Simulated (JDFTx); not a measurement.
ZrC:

```
Zr C
1.0
     0.00000    2.36500    2.36500
     2.36500    0.00000    2.36500
     2.36500    2.36500    0.00000
Zr C
1 1
Cartesian
  2.3650 2.3650 2.3650
  0.0000 0.0000 0.0000
```

Base run:

```yaml
Program: JDFTx 1.7.0 (patched build)
Functional: PBE
Potentials_or_basis: PseudoDojo-SR-PBE-0.5-standard with smoothed tails
Cutoff: 1116 eV
Density_cutoff: 8925 eV
k_mesh: 10 × 10 × 10
Occupations: fermi-dirac, width 0.05 eV
Spin: no spin polarisation
Hubbard_terms: Zr d U = 6 eV
```

Its results: band gap on the k mesh none (metal or under the smearing width); pressure -1.4 GPa.

The run is repeated on the same cell with these changes: hubbard terms from Zr d U = 6 eV to none; hubbard projectors from atomic pseudo-orbitals, not orthogonalised to none. What comes out?

Band gap on the k mesh none (metal or under the smearing width); pressure -2.8 GPa.

Caveats: U without spin polarisation on a metal has little footing (some runs); the U is typed as a test and isn't derived for this compound (some runs).
